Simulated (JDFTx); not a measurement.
# GaAs under changes of volume

One of the cells (22.590 Å³/atom); the others are scaled copies at fixed shape and fractional positions:

```
As Ga
1.0
     0.00000    2.82685    2.82685
     2.82685    0.00000    2.82685
     2.82685    2.82685    0.00000
As Ga
1 1
Cartesian
  4.2403 4.2403 4.2403
  0.0000 0.0000 0.0000
```

| Property | Result |
| --- | --- |
| Program | JDFTx 1.7.0 (patched build) |
| Functional | PBEsol |
| Potentials or basis | PseudoDojo-SR-PBEsol-0.4.1-standard with smoothed tails |
| Cutoff | 1143 eV |
| Density cutoff | 9143 eV |
| k mesh | 8 × 8 × 8 |
| Occupations | fermi-dirac, width 0.05 eV |
| Spin | no spin polarisation |

| volume (Å³/atom) | energy over the lowest point (meV/atom) | pressure (GPa) | gap on the mesh (eV) |
| --- | --- | --- | --- |
| 21.234 | ? | ? | ? |
| 21.686 | 10.11 | 3.4 | 0.75 |
| 22.138 | 2.83 | 1.8 | 0.59 |
| 22.590 | 0.00 | 0.3 | 0.44 |
| 23.041 | 1.17 | -1.1 | 0.30 |
| 23.493 | 5.90 | -2.2 | 0.15 |
| 23.945 | 13.71 | -3.3 | none |

**Question.** What does the run at 21.234 Å³/atom give?

**Answer.** Energy over the lowest point 22.39 meV/atom; pressure 5.3 GPa; gap on the mesh 0.91 eV.

Worked out: A Birch-Murnaghan fit of order 3 (a polynomial in V^(-2/3)) to the other rows has its minimum at 22.67 Å³/atom with B0 = V·E''(V) = 69 GPa and B' = 5.0. It gives 22.48 meV/atom at 21.234 Å³/atom, against the run's 22.39, and -dE/dV = 5.4 GPa, against 5.3.

Energies are extrapolated to zero smearing.

A mesh can miss the band edges. Spin-orbit coupling on As, Ga is left out.

A gap of «none» marks a metal or a gap under the smearing width.
